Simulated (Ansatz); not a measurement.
# Mg2Si: the cost of one run

Computed with Ansatz 0.2.0 (DFT, levels as named, plane waves, PAW, unless a step's input says otherwise).

The COD entry's cell or inner coordinates are ideal or old and differ from later refinements, so a difference from it is no clean test against experiment.

### Step 1. Starting point

The structure is cubic, space group Fm-3m (No. 225). Conventional cell: a = 6.391 Å, b = 6.391 Å, c = 6.391 Å, α = 90.00°, β = 90.00°, γ = 90.00°. Mg (site symmetry -43m) is surrounded by 4 Si at 2.77 Å. Si (site symmetry m-3m) has 8 Mg at 2.77 Å as nearest neighbours.

Structure file:

```
Mg Si
1.0
     0.00000    3.19550    3.19550
     3.19550    0.00000    3.19550
     3.19550    3.19550    0.00000
Mg Si
2 1
Cartesian
  1.5978 1.5978 1.5978
  4.7933 4.7933 4.7933
  0.0000 0.0000 0.0000
```

### Step 2. Relaxation with PBE

Input file input.yaml:

```yaml
crystal:
  lattice:
    - [0.0, 3.1955, 3.1955]
    - [3.1955, 0.0, 3.1955]
    - [3.1955, 3.1955, 0.0]
  atoms:
    - { symbol: Mg, position: [0.25, 0.25, 0.25] }
    - { symbol: Mg, position: [0.75, 0.75, 0.75] }
    - { symbol: Si, position: [0.0, 0.0, 0.0] }
  symmetry: { tolerance: 0.0003 }
hamiltonian:
  xc: pbe
  pseudopotentials: { kind: paw, azcp: { folder: soft_1 } }
basis:
  ecutwfc: 420
magnetization:
  spin_polarized: false
scf:
  occupations: { method: fermi_dirac, width: 0.1 }
kpoints:
  mp_grid: { grid: [9, 9, 9], shift: [0, 0, 0] }
output:
  forces: true
  stress: true
  eigenvalues: true
relax:
  max_steps: 60
  cell: {}
```

Run with:

```bash
> ansatz run input.yaml --threads 2 --pin off --max-ram 5632MiB --backend cpu --events-out ev --progress --plain --runs-dir out
```

What time and memory should one allow on 2 threads of Arm Neoverse V2, shared host?

About 4.3 s, with a peak of 0.33 GiB.
